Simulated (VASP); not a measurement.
Si in VASP 6.6.1, single-point calculation

INCAR

```
IBRION = -1
ENCUT = 520
GGA = PE
ISMEAR = -1
LREAL = .FALSE.
LCHARG = .FALSE.
SIGMA = 0.02
PREC = Accurate
NELM = 74
BMIX = 0.0001
AMIX = 0.2
ISIF = 2
EDIFF = 1E-7
LASPH = .TRUE.
NBANDS = 16
NSW = 0
LWAVE = .FALSE.
```

KPOINTS

```
KPOINTS created by Atomic Simulation Environment
0
Gamma
12 12 4
0 0 0
```

POSCAR

```
Si
 1.0000000000000000
     3.8321295590073570    0.0000000000000000    0.0000000000000000
    -1.9160647795036785    3.3187215486936292    0.0000000000000000
     0.0000000000000000    0.0000000000000000    6.4680411976999999
 Si
   4
Cartesian
 -0.0000000000000000  2.2124810324624193  0.0102558172823780
  1.9160647795036783  1.1062405162312097  3.2442764161323776
 -0.0000000000000000  2.2124810324624193  2.4152596318551223
  1.9160647795036783  1.1062405162312097  5.6492802307051218
```

The recommended PBE PAW datasets give the neutral cell 16 valence electrons.

Command

```
mpirun -np 1 vasp_std
```

Problem. How does this run end, and what does it give?

Solution. It converged. Results: gap between bands v and c on the k mesh 0.53 eV; least direct gap on the k mesh 1.18 eV; pressure -0.6 GPa. Band v is the last that the valence electrons fill when counted band by band, and c is the next.

OSZICAR

```
N       E                     dE             d eps       ncg     rms          rms(c)
DAV:   1     0.252622677420E+02    0.25262E+02   -0.59414E+03  1824   0.818E+02
DAV:   2    -0.200983002893E+02   -0.45361E+02   -0.41035E+02  2496   0.120E+02
DAV:   3    -0.219604619594E+02   -0.18622E+01   -0.18448E+01  2440   0.226E+01
DAV:   4    -0.219827242273E+02   -0.22262E-01   -0.22257E-01  2296   0.315E+00
DAV:   5    -0.219831266495E+02   -0.40242E-03   -0.40238E-03  2504   0.400E-01    0.667E+00
DAV:   6    -0.218288875019E+02    0.15424E+00   -0.37354E-02  2208   0.916E-01    0.533E+00
DAV:   7    -0.216490239720E+02    0.17986E+00   -0.40933E-01  2128   0.311E+00    0.701E-01
DAV:   8    -0.216421436219E+02    0.68804E-02   -0.29676E-02  2104   0.912E-01    0.194E-01
DAV:   9    -0.216422559011E+02   -0.11228E-03   -0.86174E-04  2488   0.165E-01    0.144E-01
DAV:  10    -0.216422668507E+02   -0.10950E-04   -0.22731E-05  2168   0.315E-02    0.111E-01
DAV:  11    -0.216423088513E+02   -0.42001E-04   -0.14741E-04  2080   0.641E-02    0.213E-02
DAV:  12    -0.216423055625E+02    0.32889E-05   -0.11761E-05  2208   0.188E-02    0.183E-02
DAV:  13    -0.216423063141E+02   -0.75168E-06   -0.17662E-06  2392   0.708E-03    0.220E-03
DAV:  14    -0.216423061422E+02    0.17199E-06   -0.30231E-07  2312   0.293E-03    0.203E-03
DAV:  15    -0.216423061602E+02   -0.18019E-07   -0.31987E-08  1168   0.103E-03
   1 F= -.21642306E+02 E0= -.21642306E+02  d E =-.924430E-08
```

For comparison, a separate PBE run of the intended cell, on usual settings and not on those above, gives a gap of 0.53 eV on its mesh and a pressure of -0.6 GPa.
